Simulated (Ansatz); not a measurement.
TiO2:

```
Ti O
1.0
     2.96826    0.00000    0.00000
     0.00021    4.70761    0.00000
     1.48357    0.24235    7.08346
Ti O
3 6
Direct
  0.00337 0.00039 0.00070
  0.34464 0.48026 0.31696
  0.66171 0.52047 0.68450
  0.44004 0.18544 0.12854
  0.77793 0.29773 0.45188
  0.10124 0.30895 0.80624
  0.90650 0.69184 0.19517
  0.22941 0.70301 0.54951
  0.56803 0.81530 0.87283
```

The cell comes from a database or a generator and needn't be the stable form of this composition.

Base run:

```yaml
Program: Ansatz 0.2.0
Functional: PBEsol
Potentials_or_basis: Ansatz PAW
Cutoff: 420 eV
Density_cutoff: 1680 eV
k_mesh: 9 × 6 × 4
Occupations: fermi-dirac, width 0.05 eV
Spin: no spin polarisation
Hubbard_terms: Ti d U = 3 eV
```

Its results: band gap on the k mesh 2.59 eV, indirect (least direct gap 2.64 eV); pressure -0.2 GPa; largest force 0.160 eV/Å.

Task: The run is repeated on the same cell with these changes: hubbard terms from Ti d U = 3 eV to none; hubbard projectors from ortho-atomic (the default) to none. What comes out?

Result: Band gap on the k mesh 2.24 eV, indirect (least direct gap 2.30 eV); pressure -2.8 GPa; largest force 0.187 eV/Å.

The U term pushes filled and empty states of the shell apart.

Caveats: the PAW data sets come from PBE, with cores solved anew for the run's functional, which leaves a small shift of forces and pressure.

Not every run made on this cell is shown here.
